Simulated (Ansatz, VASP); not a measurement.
# Cross-check of In3GaP4 (random alloy of the zinc-blende GaP-InP line, x = 0.75) between VASP and Ansatz, part 2 of 2

Wanted: the spread between two codes on one cell, functional and k mesh. Of the first pair: The structure shown is the start of the Ansatz relaxation below; VASP solves that cell, so the two are compared at the walk's first step.

VASP 6.6.1 and Ansatz 0.2.0.

So far: The structure; Ansatz: relaxation, PBE.

**3. VASP: single point, PBE, start cell, pair 1**

Level of this step: PBE; plane waves and PAW (Ga_d, P, In_d) (VASP).

The same cell, functional, mesh and smearing now go to VASP, with its own data sets.

Lines of VASP's logs that name or quote its potential files are left out, and so is its time.

The input, INCAR:

```
SYSTEM = In3GaP4
PREC = Accurate
ENCUT = 400
EDIFF = 1E-06
NELM = 120
ISMEAR = -1
SIGMA = 0.025
LREAL = Auto
ALGO = Normal
GGA = PE
NBANDS = 336
LORBIT = 11
LWAVE = .FALSE.
LCHARG = .FALSE.
ISIF = 2
LASPH = .TRUE.
GGA_COMPAT = .FALSE.
EFERMI = MIDGAP
NCORE = 2
```

The input, POSCAR:

```
In3GaP4
1.0
   11.6950000000      0.0000000000      0.0000000000
    0.0000000000     11.6950000000      0.0000000000
    0.0000000000      0.0000000000     11.6950000000
Ga P In
8 32 24
Direct
    0.0027789654      0.9989482685      0.9991021804
    0.2500726806      0.2509961522      0.9981188542
    0.0015391193      0.9988285592      0.4997862334
    0.2480889269      0.0004018811      0.7528430953
    0.9996408722      0.7509961522      0.2514322360
    0.2503377512      0.5001966652      0.7488499359
    0.5009063702      0.5002394186      0.0001282599
    0.4994698589      0.7458401026      0.2517828132
    0.1231722959      0.1264814023      0.1210602822
    0.1245660539      0.3775032065      0.3714835400
    0.3731167165      0.1247114151      0.3735014964
    0.3769559641      0.3765369816      0.1258572039
    0.1234031637      0.1245404019      0.6259085079
    0.1235485250      0.3738520735      0.8749807610
    0.3762719111      0.1246686618      0.8734758444
    0.3739119282      0.3753313382      0.6285934160
    0.1244035913      0.6230525866      0.1244035913
    0.1265925609      0.8754938008      0.3765113296
    0.3744933732      0.6258401026      0.3748696024
    0.3726122274      0.8725267208      0.1241385207
    0.1215391193      0.6244805472      0.6264215477
    0.1246601112      0.8753227875      0.8756990167
    0.3756477127      0.6252073536      0.8769303121
    0.3739119282      0.8757161180      0.6251303976
    0.6261906798      0.1242411287      0.1270884994
    0.6252928602      0.3762719111      0.3733732364
    0.8755365541      0.1264471997      0.3735271484
    0.8722359983      0.3769217614      0.1257032920
    0.6283625481      0.1218212912      0.6271141513
    0.6264814023      0.3746900385      0.8739717828
    0.8739290295      0.1258914066      0.8730397606
    0.8748268491      0.3764942283      0.6262761864
    0.6260624198      0.6254040188      0.1261735785
    0.6287387773      0.8757503206      0.3748268491
    0.8730825139      0.6241214194      0.3732877298
    0.8746985891      0.8766908935      0.1253698162
    0.6265412569      0.6293202223      0.6245660539
    0.6245061992      0.8761607525      0.8744506199
    0.8772124840      0.6248140231      0.8739375802
    0.8748696024      0.8769816161      0.6256263360
    0.0029841813      0.2486960239      0.2505515177
    0.2494484823      0.9993415990      0.2519367251
    0.9988200086      0.2493202223      0.7488157332
    0.2487216759      0.2528858487      0.5000940573
    0.0002137666      0.5010602822      0.0005130398
    0.2487131253      0.5021376657      0.2508764429
    0.2519367251      0.7526036768      0.0037366396
    0.0002736212      0.5014963660      0.5005386917
    0.0003933305      0.7513039761      0.7496194955
    0.2520478837      0.7503206499      0.4993587003
    0.4994100043      0.0000684053      0.9989397178
    0.5006926037      0.2510218042      0.2481316802
    0.7495425395      0.0000598546      0.2476528431
    0.7506028217      0.2477640017      0.9999315947
    0.4999572467      0.9986660966      0.5021804190
    0.5027789654      0.2505771697      0.7479521163
    0.7479008123      0.0009405729      0.7513638307
    0.7513723814      0.2500812313      0.4996836255
    0.7497734074      0.4998033348      0.2500299273
    0.7504318085      0.7494912356      0.0008465156
    0.5037537409      0.4967592988      0.4988884139
    0.5000684053      0.7496109448      0.7522787516
    0.7478238563      0.5005386917      0.7508593416
    0.7509619496      0.7504061565      0.5004788371
```

The input, KPOINTS:

```
Automatic mesh
0
Gamma
1 1 1
0 0 0
```

The projector-augmented-wave data sets are Ga_d, P and In_d (PBE family, release 64).

Started as:

```
$ mpirun -np 8 vasp_gam
```

Numbers of over 12 decimals in the logs are rounded to 6 here.

Log:

```text
[banner, memory and clock lines left out]
running    8 mpi-ranks, on    1 nodes
[...]
LDA part: xc-table for (Slater+PW92), standard interpolation
 POSCAR, INCAR and KPOINTS ok, starting setup
[...]
entering main loop
       N       E                     dE             d eps       ncg     rms          rms(c)
DAV:   1     0.891961730370E+04    0.89196E+04   -0.20991E+05   712   0.210E+03
DAV:   2     0.206046305055E+04   -0.68592E+04   -0.66823E+04   672   0.635E+02
DAV:   3     0.762630906733E+02   -0.19842E+04   -0.18705E+04   784   0.277E+02
DAV:   4    -0.249267655034E+03   -0.32553E+03   -0.30212E+03   816   0.105E+02
[...]
DAV:  15    -0.267339212878E+03   -0.27270E-04   -0.10422E-04   808   0.474E-02    0.742E-02
DAV:  16    -0.267339213873E+03   -0.99488E-06   -0.38258E-05   832   0.187E-02    0.130E-02
DAV:  17    -0.267339213256E+03    0.61700E-06   -0.99189E-06   768   0.129E-02
   1 F= -.26733921E+03 E0= -.26733920E+03  d E =-.220760E-04
```

OUTCAR, selected parts (step 3):

```text
  Total        6.7030397      7.2925404      7.3483007      0.8433302      1.1871536     -0.2140180
  in kB        6.7140056      7.3044707      7.3603222      0.8447098      1.1890957     -0.2143682
  external PRESSURE =       7.1262661 kB  Pullay stress =       0.0000000 kB

 POSITION                                       TOTAL-FORCE (eV/Angst)
 -----------------------------------------------------------------------------------
      0.03250     11.68270     11.68450        -0.247345      0.158070     -0.055009
      2.92460      2.93540     11.67300         0.056381      0.002250     -0.038818
      0.01800     11.68130      5.84500        -0.162009      0.110910      0.060492
      2.90140      0.00470      8.80450         0.043452      0.035532     -0.156891
     11.69080      8.78290      2.94050         0.002427     -0.068941     -0.104136
      2.92770      5.84980      8.75780        -0.116752      0.009926      0.282884
      5.85810      5.85030      0.00150        -0.020519     -0.036037     -0.019365
      5.84130      8.72260      2.94460         0.074709      0.312027     -0.115257
      1.44050      1.47920      1.41580         0.396063     -0.268570     -0.969488
      1.45680      4.41490      4.34450         0.021792     -0.118296      0.462222
      4.36360      1.45850      4.36810         0.315311      0.218872      0.293368
      4.40850      4.40360      1.47190        -0.237990      0.060513     -1.357626
      1.44320      1.45650      7.32000         0.213247     -1.190304     -0.193206
      1.44490      4.37220     10.23290         1.350340      0.113903     -0.049331
[...]
-----------------------------------------------------------------------------------
    total drift:                               -0.008767      0.008357      0.000775

  FREE ENERGIE OF THE ION-ELECTRON SYSTEM (eV)
  ---------------------------------------------------
  free  energy   TOTEN  =      -267.3392132560 eV

  energy  without entropy=     -267.3391911799  energy(sigma->0) =     -267.33920222

[... 2 further parts left out ...]
```

The run ends at a pressure of 0.71 GPa, with forces up to 1.6 eV/Å.

**4. Comparison**

Known differences besides the potentials themselves: the cutoff is 420 eV in Ansatz and 400 eV in VASP (PREC = Accurate, projectors in real space). Total energies have different zeros and are not compared.

Forces on 7 of the 64 atoms, those with the largest forces and the largest differences (eV/Å; atoms numbered as in POSCAR):

| atom | Ansatz x, y, z | VASP x, y, z |
| --- | --- | --- |
| P12 | -0.241, 0.061, -1.365 | -0.238, 0.061, -1.358 |
| P14 | 1.358, 0.116, -0.049 | 1.350, 0.114, -0.049 |
| P17 | -0.542, 1.047, 0.687 | -0.541, 1.040, 0.683 |
| P18 | -1.488, -0.126, -0.035 | -1.480, -0.125, -0.034 |
| P20 | 1.175, -0.072, 1.109 | 1.168, -0.073, 1.102 |
| P33 | -1.407, -0.048, -0.076 | -1.400, -0.047, -0.075 |
| P36 | 1.454, -0.172, -0.148 | 1.447, -0.170, -0.147 |

The forces differ by 2.8 meV/Å r.m.s., which is 0.6 % of the r.m.s. force of 0.468 eV/Å (both taken over all components).

**5. Ansatz: relaxation, PBE**

This run makes the geometry at which the two programs are then compared.

The structure compared here is the end of the Ansatz relaxation.

This is the run of step 2 again, met here at its other cell.

**6. VASP: single point, PBE, relaxed cell, pair 2**

The same cell, functional, mesh and smearing now go to VASP, with its own data sets.

Edit INCAR of step 3 so:

```diff
@@ -2,3 +2,3 @@
 PREC = Accurate
-ENCUT = 400
+ENCUT = 500
 EDIFF = 1E-06
```

The input, POSCAR:

```
In3GaP4
1.0
   11.7045120000     -0.0009500000     -0.0001020000
   -0.0009500000     11.6924820000     -0.0022120000
   -0.0001020000     -0.0022120000     11.6871080000
Ga P In
8 32 24
Direct
    0.0063000000      0.0013600000      0.9996100000
    0.2499000000      0.2500100000      0.9940500000
    0.0021400000      0.9966200000      0.4997200000
    0.2447600000      0.0020500000      0.7523300000
    0.0004600000      0.7556000000      0.2496200000
    0.2525600000      0.4974400000      0.7549200000
    0.4938700000      0.4991400000      0.9995600000
    0.4989600000      0.7476300000      0.2471700000
    0.1282500000      0.1265200000      0.1103800000
    0.1274300000      0.3747200000      0.3735500000
    0.3730100000      0.1259600000      0.3736900000
    0.3718800000      0.3736800000      0.1101900000
    0.1245300000      0.1099200000      0.6239000000
    0.1374700000      0.3749900000      0.8749800000
    0.3605000000      0.1238200000      0.8744000000
    0.3675500000      0.3824400000      0.6306600000
    0.1184400000      0.6347900000      0.1321300000
    0.1131000000      0.8749500000      0.3752200000
    0.3797800000      0.6334200000      0.3685500000
    0.3802300000      0.8680400000      0.1317500000
    0.1346500000      0.6180700000      0.6349200000
    0.1272800000      0.8873700000      0.8766600000
    0.3725800000      0.6129500000      0.8767400000
    0.3657700000      0.8824200000      0.6350800000
    0.6261500000      0.1229200000      0.1255500000
    0.6252700000      0.3751800000      0.3751800000
    0.8838500000      0.1167700000      0.3819000000
    0.8759800000      0.3758300000      0.1259200000
    0.6232300000      0.1258800000      0.6278000000
    0.6173700000      0.3813600000      0.8835200000
    0.8830200000      0.1189300000      0.8835000000
    0.8772400000      0.3746200000      0.6279100000
    0.6092200000      0.6245300000      0.1226400000
    0.6173000000      0.8678700000      0.3661000000
    0.8830400000      0.6327900000      0.3661200000
    0.8910000000      0.8763300000      0.1227800000
    0.6262100000      0.6285200000      0.6239800000
    0.6251600000      0.8752700000      0.8752700000
    0.8768500000      0.6269500000      0.8754000000
    0.8823900000      0.8802000000      0.6174900000
    0.0030100000      0.2456200000      0.2478900000
    0.2461400000      0.9984200000      0.2478600000
    0.0062000000      0.2454600000      0.7520100000
    0.2477300000      0.2479300000      0.5043300000
    0.0045200000      0.5008900000      0.0005600000
    0.2518000000      0.5027000000      0.2454900000
    0.2499500000      0.7504500000      0.0006200000
    0.0031000000      0.5026900000      0.5003400000
    0.0050800000      0.7540300000      0.7503300000
    0.2481700000      0.7523100000      0.5013600000
    0.4955400000      0.9999600000      0.9999300000
    0.4978100000      0.2523700000      0.2455100000
    0.7550900000      0.9954400000      0.2498000000
    0.7503800000      0.2502000000      0.0005600000
    0.4972200000      0.9978300000      0.5003200000
    0.4936200000      0.2524000000      0.7543400000
    0.7547300000      0.0001400000      0.7503900000
    0.7527600000      0.2477800000      0.5006100000
    0.7473900000      0.5049400000      0.2474600000
    0.7502500000      0.7505100000      0.0043900000
    0.4980000000      0.5029900000      0.4998000000
    0.4954400000      0.7484300000      0.7527100000
    0.7478300000      0.5006900000      0.7526900000
    0.7523600000      0.7526500000      0.4944400000
```

KPOINTS is that of step 3.

Started as:

```
$ mpirun -np 8 vasp_gam
```

Log:

```text
[... set-up lines as in an earlier step ...]
 entering main loop
       N       E                     dE             d eps       ncg     rms          rms(c)
DAV:   1     0.979077607068E+04    0.97908E+04   -0.23867E+05   712   0.240E+03
DAV:   2     0.237373951876E+04   -0.74170E+04   -0.72128E+04   672   0.722E+02
DAV:   3     0.134684776096E+03   -0.22391E+04   -0.21204E+04   776   0.304E+02
DAV:   4    -0.245752424823E+03   -0.38044E+03   -0.35411E+03   824   0.117E+02
[...]
DAV:  15    -0.269963252538E+03   -0.85134E-05   -0.53621E-05   952   0.425E-02    0.133E-02
DAV:  16    -0.269963257128E+03   -0.45892E-05   -0.31028E-05   776   0.160E-02    0.138E-02
DAV:  17    -0.269963257827E+03   -0.69971E-06   -0.30638E-06   536   0.102E-02
   1 F= -.26996326E+03 E0= -.26996325E+03  d E =-.145293E-04
```

OUTCAR, selected parts (step 6):

```text
  Total       -0.2972821     -0.3691600     -0.3677667     -0.0124023      0.0682102     -0.0736262
  in kB       -0.2977915     -0.3697926     -0.3683969     -0.0124235      0.0683271     -0.0737524
  external PRESSURE =      -0.3453270 kB  Pullay stress =       0.0000000 kB

 POSITION                                       TOTAL-FORCE (eV/Angst)
 -----------------------------------------------------------------------------------
      0.07364      0.01368     11.68255         0.004243     -0.001944     -0.004927
      2.92462      2.92080     11.61699        -0.001557      0.000936     -0.007273
      0.02405     11.65185      5.83808         0.004346     -0.003263     -0.002064
      2.86472      0.02207      8.79253        -0.001290     -0.004129      0.000039
      0.00464      8.83429      2.91566         0.005990     -0.000148     -0.000038
      2.95554      5.81440      8.82171         0.003021     -0.003532     -0.001398
      5.77993      5.83351     11.68081        -0.002525     -0.001944     -0.004413
      5.83935      8.74063      2.88700        -0.005109      0.001284      0.001116
      1.50097      1.47897      1.28973        -0.001711      0.005457      0.006044
      1.49111      4.38046      4.36488        -0.003153     -0.001857     -0.001712
      4.36574      1.47160      4.36704        -0.001121      0.003976     -0.002542
      4.35231      4.36865      1.28694         0.000983     -0.004636      0.007277
      1.45739      1.28374      7.29133         0.000395      0.001723      0.003071
      1.60857      4.38250     10.22514        -0.001760      0.000513      0.001133
[...]
-----------------------------------------------------------------------------------
    total drift:                               -0.003624     -0.002219     -0.015805

  FREE ENERGIE OF THE ION-ELECTRON SYSTEM (eV)
  ---------------------------------------------------
  free  energy   TOTEN  =      -269.9632578272 eV

  energy  without entropy=     -269.9632432979  energy(sigma->0) =     -269.96325056

[... 1 part as in an earlier step ...]

[... 1 further part left out ...]
```

The run ends at a pressure of -0.03 GPa, with forces up to 0.012 eV/Å.

**7. Side by side**

What differs besides the data sets and the points named for the pairs above, as far as they apply: the cutoff is 420 eV in Ansatz and 500 eV in VASP (PREC = Accurate, projectors in real space). Total energies have different zeros and are not compared.

Both answers:

| quantity | Ansatz | VASP | difference |
| --- | --- | --- | --- |
| pressure (GPa) | 0.00 | -0.03 | +0.03 |
| gap on the k mesh (eV) | 0.596 | 0.591 | +0.004 |

The largest component of a force difference here is 12 meV/Å. A gap on the mesh is an upper bound, since the band edges may lie between its points.

**8. Outcome**

| Quantity | Value |
| --- | --- |
| r.m.s. force difference (single point, PBE, start cell, pair 1) | 0.60 % of the r.m.s. force |
| difference in gap on the k mesh (single point, PBE, relaxed cell, pair 2) | 0.0043 eV |

The r.m.s. force difference is 0.60 % of the r.m.s. force (single point, PBE, start cell, pair 1), within the 3 % picked in this series as the mark of a large difference. How closely two codes agree says nothing of how well the functional describes the real material.

[Lines on the potential files, build, host, timing and source positions are cut from VASP's logs without a mark.]

[Logs are printed without paths, hosts, clocks, repeated set-up lines and the standing remarks that a program may print on its own settings, such as how far it seeks lower states.]

[Hosts, paths, dates, database ids (printed as entryN), source tags and the programs' standing remarks are cut or masked in the printed files.]
